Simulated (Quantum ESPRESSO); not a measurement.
CsPbCl3:

```
Pb Cs Cl
1.0
     5.60500    0.00000    0.00000
     0.00000    5.60500    0.00000
     0.00000    0.00000    5.60500
Pb Cs Cl
1 1 3
Direct
  0.50000 0.50000 0.50000
  0.00000 0.00000 0.00000
  0.50000 0.00000 0.50000
  0.00000 0.50000 0.50000
  0.50000 0.50000 0.00000
```

```yaml
Program: Quantum ESPRESSO 7.5
Task: single point
Functional: PBE
Potentials_or_basis: SSSP 1.3 efficiency PBE
Cutoff: 748 eV
Density_cutoff: 5987 eV
k_mesh: 5 × 5 × 5
Occupations: fermi-dirac, width 0.05 eV
Spin: no spin polarisation
```

On this cell: pressure 1.7 GPa; largest force zero by symmetry; band gap on the k mesh 2.96 eV, direct.

The same run follows on a disturbed copy (atoms moved at random, drawn with an rms of 0.05 Å):

```
Pb Cs Cl
1.0
     5.60500    0.00000    0.00000
     0.00000    5.60500    0.00000
     0.00000    0.00000    5.60500
Pb Cs Cl
1 1 3
Direct
  0.49379 0.49867 0.50007
  0.99308 0.00081 0.00093
  0.49719 0.00322 0.50560
  0.99688 0.50060 0.50076
  0.50141 0.50333 0.00266
```

Task: What does the disturbed cell give?

Result: The energy moves by +0.3 meV/atom; pressure 1.7 GPa; largest force 0.099 eV/Å; band gap on the k mesh 2.94 eV, direct.

Forces on the atoms (eV/Å):
```
Pb   0.051  0.074  0.043
Cs  -0.001 -0.003 -0.002
Cl  -0.002 -0.070 -0.002
Cl  -0.043  0.000 -0.001
Cl  -0.004 -0.001 -0.038
```

Caveats: spin-orbit coupling is left out, which as a rule narrows the gap of such compounds by several tenths of an eV; an odd mesh through Γ misses points on the zone boundary, where band edges often lie.
